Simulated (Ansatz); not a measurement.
Field gradients at the nuclei in SiO2

The cell is a computed structure from the Materials Project (it need not be an observed phase).

```cif
data_SiO2
_symmetry_space_group_name_H-M 'Im-3m'
_symmetry_Int_Tables_number 229
_cell_length_a 8.9392
_cell_length_b 8.9392
_cell_length_c 8.9392
_cell_angle_alpha 90.000
_cell_angle_beta 90.000
_cell_angle_gamma 90.000
loop_
_atom_site_label
_atom_site_type_symbol
_atom_site_symmetry_multiplicity
_atom_site_Wyckoff_symbol
_atom_site_fract_x
_atom_site_fract_y
_atom_site_fract_z
Si Si 12 d 0.2500 0.5000 0.0000
O O 24 h 0.1475 0.5000 0.8525
```

One atom of each set is listed; the run and its k-mesh use a cell of 18 atoms with edges of 7.74, 7.74, 7.74 Å.

Level of theory: DFT, r2SCAN, plane waves and PAW, scalar-relativistic, 500 eV cutoff, Γ-centred 4×4×4 k-points, Fermi–Dirac smearing 0.02 eV (Ansatz 0.2.0).

C_Q = eQV_zz/h, which is 24.18 MHz for Q = 1 b and V_zz = 10²¹ V/m²; η = (V_xx − V_yy)/V_zz.

17O: I = 5/2, Q = -25.58 mb. Q values from Pyykkö, Mol. Phys. 116, 1328 (2018).

(1) What field gradients does the calculation give at each kind of site?

## Answers

(1) 

```tsv
site	atoms	first shell	V_zz (10²¹ V/m²)	η	C_Q (MHz)
Si	6	4 O at 1.61 Å	-0.73	0.00	–
O	12	2 Si at 1.61 Å, angle 160°	9.79	0.07	-6.05
```

An axis of threefold or higher order runs through Si, so V_zz lies along it and η is zero. At O V_zz points along the line of its two bonds (within 1°).

Si has no stable isotope with a ground-state quadrupole moment in the table, so no C_Q is given.
